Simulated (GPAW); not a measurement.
WC (Qusongite):

```
W C
1.0
     2.90650    0.00000    0.00000
    -1.45325    2.51710    0.00000
     0.00000    0.00000    2.83660
W C
1 1
Direct
  0.00000 0.00000 0.00000
  0.66667 0.33333 0.50000
```

Base run:

* Program: GPAW 26.7.0
* Functional: r2SCAN
* Potentials or basis: GPAW PAW data sets (gpaw-data 1.2.1)
* Cutoff: 800 eV
* Basis: pw
* k mesh: 9 × 9 × 8
* Occupations: fermi-dirac, width 0.05 eV
* Spin: no spin polarisation
* Hubbard terms: W d U = 3 eV

Its results: band gap on the k mesh none (metal or under the smearing width); pressure 4.3 GPa.

**Question.** The run is repeated on the same cell with these changes: hubbard terms from W d U = 3 eV to W d U = 6 eV. What comes out?

**Answer.** Band gap on the k mesh none (metal or under the smearing width); pressure 8.1 GPa.

Caveats: the PAW data sets were made with another functional, which shifts forces and pressure a little; U without spin polarisation on a metal has little footing; the U is typed as a test and isn't derived for this compound.
